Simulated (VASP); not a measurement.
Wanted: the native input for a VASP 6.6.1 run.

* Task: band structure
* Functional: PBE-EpsX
* Potentials or basis: VASP PAW PBE potentials, release 64 (C)
* Cutoff: 520 eV
* k mesh: 7 × 7 × 7
* Occupations: fermi-dirac, width 0.05 eV
* Spin: no spin polarisation
* Grid for exact exchange (PRECFOCK): Fast
* Exchange at q = 0: truncated
* Share of exact exchange: 0.171
* Further INCAR settings: ALGO = Normal; EDIFF = 1e-07; NBANDS = 11

Crystal: C.

```
C
1.0
     0.00000    1.78337    1.78337
     1.78337    0.00000    1.78337
     1.78337    1.78337    0.00000
C
2
Direct
  0.75000 0.75000 0.75000
  0.50000 0.50000 0.50000
```

This isn't the form of C at room conditions, which is graphite.

These files were run (other wordings do the same):

POSCAR

```
C
1.0
    0.0000000000      1.7833700000      1.7833700000
    1.7833700000      0.0000000000      1.7833700000
    1.7833700000      1.7833700000      0.0000000000
C
2
Direct
    0.7500000000      0.7500000000      0.7500000000
    0.5000000000      0.5000000000      0.5000000000
```

INCAR.step1

```
PREC = Accurate
ENCUT = 520
EDIFF = 1E-8
ISMEAR = -1
SIGMA = 0.05
LREAL = F
LASPH = T
NELM = 60
ALGO = Normal
ISIF = 2
LWAVE = F
LCHARG = F
GGA = PE
LEPSILON = T
```

KPOINTS.step1

```
Automatic mesh
0
G
  13 13 13
  0 0 0
```

INCAR.step2

```
PREC = Accurate
ENCUT = 520
EDIFF = 1E-5
ISMEAR = -1
SIGMA = 0.05
LREAL = F
LASPH = T
NELM = 60
ALGO = Normal
ISIF = 2
LWAVE = T
LCHARG = F
NBANDS = 11
GGA = PE
```

KPOINTS.step2

```
regular mesh
0
Gamma
  7 7 7
```

INCAR.step3

```
PREC = Accurate
ENCUT = 520
EDIFF = 1E-7
ISMEAR = -1
SIGMA = 0.05
LREAL = F
LASPH = T
NELM = 60
ALGO = Normal
ISIF = 2
LWAVE = F
LCHARG = F
GGA = PE
LHFCALC = T
AEXX = 0.171
PRECFOCK = Fast
HFRCUT = -1
NBANDS = 11
ISTART = 1
```

KPOINTS.step3

```
regular mesh
0
Gamma
  7 7 7
```

KPOINTS_OPT

```
path GXWKGLUWLK,UX
10
line-mode
reciprocal
 0.0000000000  0.0000000000  0.0000000000  G
 0.5000000000  0.0000000000  0.5000000000  X

 0.5000000000  0.0000000000  0.5000000000  X
 0.5000000000  0.2500000000  0.7500000000  W

 0.5000000000  0.2500000000  0.7500000000  W
 0.3750000000  0.3750000000  0.7500000000  K

 0.3750000000  0.3750000000  0.7500000000  K
 0.0000000000  0.0000000000  0.0000000000  G

 0.0000000000  0.0000000000  0.0000000000  G
 0.5000000000  0.5000000000  0.5000000000  L

 0.5000000000  0.5000000000  0.5000000000  L
 0.6250000000  0.2500000000  0.6250000000  U

 0.6250000000  0.2500000000  0.6250000000  U
 0.5000000000  0.2500000000  0.7500000000  W

 0.5000000000  0.2500000000  0.7500000000  W
 0.5000000000  0.5000000000  0.5000000000  L

 0.5000000000  0.5000000000  0.5000000000  L
 0.3750000000  0.3750000000  0.7500000000  K

 0.6250000000  0.2500000000  0.6250000000  U
 0.5000000000  0.0000000000  0.5000000000  X
```

Potentials or basis: VASP PAW PBE potentials, release 64 (C).

Run with:

```bash
$ cat potpaw_PBE.64/C/POTCAR > POTCAR
$ cp INCAR.step1 INCAR
$ cp KPOINTS.step1 KPOINTS
$ mpirun -np 1 vasp_std > vasp.out
$ cp INCAR.step2 INCAR
$ cp KPOINTS.step2 KPOINTS
$ mpirun -np 1 vasp_std > vasp.out
$ cp INCAR.step3 INCAR
$ cp KPOINTS.step3 KPOINTS
$ mpirun -np 1 vasp_std > vasp.out
```

Results of the run:

```json
{
  "Pressure": "-4.4 GPa",
  "Band gap on the k mesh": "5.55 eV, indirect (least direct gap 7.02 eV)",
  "Band gap along the path": "5.44 eV, indirect (least direct gap 7.02 eV)"
}
```

Caveat: the k mesh is coarse (spacing up to 0.44 Å⁻¹), so the values aren't converged, least of all with exact exchange; the PAW data sets were made with another functional, which shifts forces and pressure a little; the mesh misses the band edges, which the band path finds closer together.

Wall time 11 min on 1 thread of Intel(R) Xeon(R) Platinum 8488C (Sapphire Rapids), with other jobs on the host, peak memory 0.15 GiB.
